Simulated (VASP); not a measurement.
# SnO2 (P4_2/mnm) in VASP: relaxation of cell and atoms with PBEsol

Aim: the relaxation of cell and atoms of SnO2 with PBEsol.

Program: VASP 6.6.1. These are calculated values, not measurements. Logs are shortened: lines on timing, memory, paths and dates and some standing lists are left out, and cuts for length are marked.

## (1) The structure

Symmetry: P4_2/mnm, No. 136, tetragonal system. The conventional cell has a = 4.771 Å, b = 4.771 Å, c = 3.217 Å, α = 90.00°, β = 90.00°, γ = 90.00°. Sn (site symmetry mmm) is surrounded by 6 O at 2.07 Å. O (site symmetry m2m) has 3 Sn at 2.07 Å as nearest neighbours.

## (2) Relaxation of cell and atoms, PBEsol

The input, INCAR:

```
ALGO     = Normal         # electronic algorithm
EDIFF    = 1E-7           # SCF threshold, eV
EDIFFG   = -0.005         # ionic threshold
ENCUT    = 600            # plane-wave cutoff, eV
GGA      = PS             # functional
IBRION   = 2              # ionic algorithm
ISIF     = 3              # what is computed and relaxed
ISMEAR   = 0              # smearing method
KPAR     = 2            
LASPH    = True           # aspherical terms in the spheres
LCHARG   = False          # write CHGCAR
LREAL    = False          # projectors in reciprocal space
LWAVE    = False          # write WAVECAR
NELM     = 80             # most SCF steps
NSW      = 90             # ionic steps
PREC     = Accurate       # precision mode
SIGMA    = 0.03           # smearing width, eV
```

The input, KPOINTS:

```
k-points
0
Gamma
  6 6 8
```

The input, POSCAR:

```
SnO2                                    
1.0
    4.7706380394     -0.0000000000      0.0000000000
   -0.0000000000      4.7706380394      0.0000000000
    0.0000000000      0.0000000000      3.2166384875
  Sn              O             
     2     4
Direct
     0.0000000000000000    0.0000000000000000    0.0000000000000000
     0.5000000000000000    0.5000000000000000    0.5000000000000000
     0.3063031679320566    0.3063031679320566    0.0000000000000000
     0.1936968320679434    0.8063031679320566    0.5000000000000000
     0.6936968320679434    0.6936968320679434    0.0000000000000000
     0.8063031679320566    0.1936968320679434    0.5000000000000000
```

Potentials or basis: VASP PAW PBE potentials, release 64 (Sn_d, O).

Launch:

```bash
> cat potpaw_PBE.64/Sn_d/POTCAR potpaw_PBE.64/O/POTCAR > POTCAR
> mpirun -np 2 vasp_std > vasp.out
```

OUTCAR:

```text
EDIFF = 1E-7
   EDIFFG = -0.005
   ENCUT = 600
   GGA = PS
   IBRION = 2
   ISIF = 3
   ISMEAR = 0
   LASPH = True
   LREAL = False
   NELM = 80
   NSW = 90
   PREC = Accurate

 ion  position               nearest neighbor table
   1  0.000  0.000  0.000-   3 2.07   5 2.07   4 2.07   6 2.07   4 2.07   6 2.07   2 3.74   2 3.74
                             2 3.74   2 3.74   2 3.74   2 3.74   2 3.74   2 3.74
   2  0.500  0.500  0.500-   4 2.07   6 2.07   5 2.07   3 2.07   3 2.07   5 2.07   1 3.74   1 3.74
                             1 3.74   1 3.74   1 3.74   1 3.74   1 3.74   1 3.74
   3  0.306  0.306  0.000-   1 2.07   2 2.07   2 2.07
   4  0.194  0.806  0.500-   2 2.07   1 2.07   1 2.07
   5  0.694  0.694  0.000-   1 2.07   2 2.07   2 2.07
   6  0.806  0.194  0.500-   2 2.07   1 2.07   1 2.07

  LATTYP: Found a simple tetragonal cell.
 ALAT       =     4.7706380394
 C/A-ratio  =     0.6742575020

  Lattice vectors:

 A1 = (   4.7706380394,   0.0000000000,   0.0000000000)
 A2 = (   0.0000000000,   4.7706380394,   0.0000000000)
 A3 = (   0.0000000000,   0.0000000000,   3.2166384875)

Analysis of symmetry for initial positions (statically):
=====================================================================
 Subroutine PRICEL returns:
 Original cell was already a primitive cell.

 Routine SETGRP: Setting up the symmetry group for a
 simple tetragonal supercell.

 Subroutine GETGRP returns: Found 16 space group operations
 (whereof  8 operations were pure point group operations)
 out of a pool of 16 trial point group operations.

The static configuration has the point symmetry D_2h.
 The point group associated with its full space group is D_4h.

Analysis of symmetry for dynamics (positions and initial velocities):
=====================================================================
 Subroutine PRICEL returns:
 Original cell was already a primitive cell.

 Routine SETGRP: Setting up the symmetry group for a
 simple tetragonal supercell.

 Subroutine GETGRP returns: Found 16 space group operations
 (whereof  8 operations were pure point group operations)
 out of a pool of 16 trial point group operations.

The dynamic configuration has the point symmetry D_2h.
 The point group associated with its full space group is D_4h.

 Subroutine INISYM returns: Found 16 space group operations
 (whereof  8 operations are pure point group operations),
 and found     1 'primitive' translations

----------------------------------------------------------------------------------------

                                     Primitive cell

  volume of cell :      73.2074

  direct lattice vectors                    reciprocal lattice vectors
     4.770638039  0.000000000  0.000000000     0.209615568  0.000000000  0.000000000
     0.000000000  4.770638039  0.000000000     0.000000000  0.209615568  0.000000000
     0.000000000  0.000000000  3.216638488     0.000000000  0.000000000  0.310883552

  length of vectors
     4.770638039  4.770638039  3.216638488     0.209615568  0.209615568  0.310883552

  position of ions in fractional coordinates (direct lattice)
     0.000000000  0.000000000  0.000000000
     0.500000000  0.500000000  0.500000000
     0.306303168  0.306303168  0.000000000
     0.193696832  0.806303168  0.500000000
     0.693696832  0.693696832  0.000000000
     0.806303168  0.193696832  0.500000000

  ion indices of the primitive-cell ions
   primitive index   ion index
                 1           1
                 2           2
                 3           3
                 4           4
                 5           5
                 6           6

----------------------------------------------------------------------------------------

 KPOINTS: k-points

Automatic generation of k-mesh.
 Grid dimensions read from file:
 generate k-points for:    6    6    8

 Generating k-lattice:

  Cartesian coordinates                     Fractional coordinates (reciprocal lattice)
     0.034935928  0.000000000  0.000000000     0.166666667  0.000000000  0.000000000
     0.000000000  0.034935928  0.000000000     0.000000000  0.166666667  0.000000000
     0.000000000  0.000000000  0.038860444     0.000000000  0.000000000  0.125000000

  Length of vectors
     0.034935928  0.034935928  0.038860444

  Shift w.r.t. Gamma in fractional coordinates (k-lattice)
     0.000000000  0.000000000  0.000000000

 Subroutine IBZKPT returns following result:
 ===========================================

 Found     50 irreducible k-points:

 Following reciprocal coordinates:
            Coordinates               Weight
  0.000000  0.000000  0.000000      1.000000
  0.166667  0.000000  0.000000      4.000000
  0.333333  0.000000  0.000000      4.000000
  0.500000  0.000000  0.000000      2.000000
  0.166667  0.166667  0.000000      4.000000
  0.333333  0.166667  0.000000      8.000000
[... 16 lines left out ...]
  0.333333  0.000000  0.250000      8.000000
  0.500000  0.000000  0.250000      4.000000
 [... further k-points ...]
   k-points           NKPTS =     50   k-points in BZ     NKDIM =     50   number of bands    NBANDS=     31
   number of dos      NEDOS =    301   number of ions     NIONS =      6
   total plane-waves  NPLWV =  44800
   dimension x,y,z NGX =    40 NGY =   40 NGZ =   28
   dimension x,y,z NGXF=    80 NGYF=   80 NGZF=   56
   ions per type =               2   4
   NGX,Y,Z   is equivalent  to a cutoff of  13.94, 13.94, 14.47 a.u.
   NGXF,Y,Z  is equivalent  to a cutoff of  27.88, 27.88, 28.94 a.u.
 SYSTEM =  unknown system
   PREC   = accura    normal or accurate (medium, high low for compatibility)
   ISTART =      0    job   : 0-new  1-cont  2-samecut
   ICHARG =      2    charge: 1-file 2-atom 10-const
   ISPIN  =      1    spin polarized calculation?
   LNONCOLLINEAR =      F non collinear calculations
   LSORBIT =      F    spin-orbit coupling
   LASPH  =      T    aspherical Exc in radial PAW
   ENCUT  =  600.0 eV  44.10 Ry    6.64 a.u.   9.53  9.53  6.42*2*pi/ulx,y,z
   NELM   =     80;   NELMIN=  2; NELMDL= -5     # of ELM steps
   EDIFF  = 0.1E-06   stopping-criterion for ELM
   LREAL  =      F    real-space projection
   EDIFFG = -.5E-02   stopping-criterion for IOM
   NSW    =     90    number of steps for IOM
   IBRION =      2    ionic relax: 0-MD 1-quasi-New 2-CG
   NFREE  =      1    steps in history (QN), initial steepest desc. (CG)
   ISIF   =      3    stress and relaxation
   ISYM   =      2    0-nonsym 1-usesym 2-fastsym
   POTIM  = 0.5000    time-step for ionic-motion
   TEBEG  =    0.0;   TEEND  =   0.0 temperature during run
   PSTRESS=    0.0 pullay stress
   NELECT =      52.0000    total number of electrons
   NUPDOWN=      -1.0000    fix difference up-down
   EMIN   =  10.00;   EMAX   =-10.00  energy-range for DOS
   EFERMI =   0.00;   METHOD = LEGACY
   ISMEAR =     0;   SIGMA  =   0.03  broadening in eV -4-tet -1-fermi 0-gaus
   EFERMI_NEDOS =   21; number of points for ismear=-14 and -15
   IALGO  =     38    algorithm
   IMIX   =      4    mixing-type and parameters
     AMIX     =   0.40;   BMIX     =  1.00
     AMIX_MAG =   1.60;   BMIX_MAG =  1.00
  volume/ion in A,a.u.               =      12.20        82.34
  Fermi-wavevector in a.u.,A,eV,Ry     =   1.460688  2.760301 29.029530  2.133610
  Thomas-Fermi vector in A             =   2.577108
   LORBIT       =      0    0 simple, 1 ext, 2 COOP (PROOUT), +10 PAW based schemes
   GGA     = PS    functional components
   LHFCALC =     F    Hartree Fock is set to
   AEXX    =    0.0000 exact exchange contribution
   IVDW    =     0    specifies the selected vdW correction
   LEPSILON=     F    determine dielectric tensor
   LRPA    =     F    only Hartree local field effects (RPA)
 conjugate gradient relaxation of ions
 non-spin polarized calculation
 Gauss-broadening in eV      SIGMA  =   0.03
  energy-cutoff  :      600.00
  volume of cell :       73.21
 maximum number of plane-waves:      2469
 NGX is ok and might be reduce to    40
   NGX = 19   NGY = 19   NGZ = 13

--------------------------------------- Ionic step        1  -------------------------------------------

 number of electron      52.0000006 magnetization

 Free energy of the ion-electron system (eV)
  ---------------------------------------------------
  ext. energy  EPLUGINS =         0.00000000
  ---------------------------------------------------
  free energy    TOTEN  =       -39.67945799 eV

  energy without entropy =      -39.67945799  energy(sigma->0) =      -39.67945799

------------------------ aborting loop because EDIFF is reached ----------------------------------------

  FORCE on cell =-STRESS in cart. coord.  units (eV):
  Direction    XX          YY          ZZ          XY          YZ          ZX
  --------------------------------------------------------------------------------------
  -------------------------------------------------------------------------------------
  Total        0.0269358      0.0269358     -0.0024143     -0.0000000      0.0000000      0.0000000
  in kB        0.5895018      0.5895018     -0.0528379     -0.0000000      0.0000000      0.0000000
  external PRESSURE =       0.3753885 kB  Pullay stress =       0.0000000 kB
[... 65 lines left out ...]
  energy  without entropy=      -39.6794655002  energy(sigma->0) =      -39.67946550

--------------------------------------- Ionic step        3  -------------------------------------------

 number of electron      52.0000006 magnetization

 Free energy of the ion-electron system (eV)
  ---------------------------------------------------
  ext. energy  EPLUGINS =         0.00000000
  ---------------------------------------------------
  free energy    TOTEN  =       -39.67946634 eV

  energy without entropy =      -39.67946634  energy(sigma->0) =      -39.67946634

 E-fermi :   5.9269     XC(G=0): -11.4131

 val. band max:        5.7471528429   @ k =   0.0000   0.0000   0.0000
 cond. band min:       6.6309942905   @ k =   0.0000   0.0000   0.0000
 fundamental gap:      0.8838414477
 Fermi energy:         5.9269264092

 k-point     1 :       0.0000    0.0000    0.0000
  band No.  band energies     occupation
      1     -15.2509      2.00000
      2     -14.5048      2.00000
      3     -14.2678      2.00000
      4     -14.2423      2.00000
      5     -14.2423      2.00000
      6     -14.1752      2.00000
[... 805 lines left out ...]
     30      14.1855      0.00000
     31      14.9158      0.00000

 [... further k-points ...]
[... 5 lines left out ...]
  --------------------------------------------------------------------------------------
  -------------------------------------------------------------------------------------
  Total        0.0002764      0.0002764     -0.0228827     -0.0000000      0.0000000      0.0000000
  in kB        0.0060476      0.0060476     -0.5006454     -0.0000000      0.0000000      0.0000000
  external PRESSURE =      -0.1628501 kB  Pullay stress =       0.0000000 kB
[... 21 lines left out ...]
  FREE ENERGIE OF THE ION-ELECTRON SYSTEM (eV)
  ---------------------------------------------------
  free  energy   TOTEN  =       -39.6794663394 eV

  energy  without entropy=      -39.6794663394  energy(sigma->0) =      -39.67946634

 reached required accuracy - stopping structural energy minimisation
```

Wall time 54 s (2 MPI ranks of Intel Xeon 6975P-C (Granite Rapids), shared host); peak memory 0.27 GiB.

Results:

```
Free energy                            : -39.6795 eV
Relaxed volume                         : 12.20 Å³/atom
Relaxed cell                           : a = 4.771 Å, b = 4.771 Å, c = 3.217 Å, α = 90.00°, β = 90.00°, γ = 90.00°
Space group after relaxing (to 0.05 Å) : P4_2/mnm (No. 136)
Energy gained by relaxing              : 0.0 meV/atom
Ionic steps                            : 3
Pressure after relaxing                : 0.0 GPa
Band gap on the k mesh                 : 0.88 eV, direct
```

Final structure:
```xyz
6
Lattice="4.7714 0.0000 0.0000 0.0000 4.7714 0.0000 0.0000 0.0000 3.2166" Properties=species:S:1:pos:R:3 pbc="T T T"
Sn    0.0000    0.0000    0.0000
Sn    2.3857    2.3857    1.6083
O     1.4613    1.4613    0.0000
O     0.9244    3.8470    1.6083
O     3.3101    3.3101    0.0000
O     3.8470    0.9244    1.6083
```

Caveat: the PAW data sets were made with another functional, which shifts forces and pressure a little; spin-orbit coupling is left out, which moves the levels of the heavy elements. A hybrid or GW would open this gap; PBEsol tends to underestimate it.
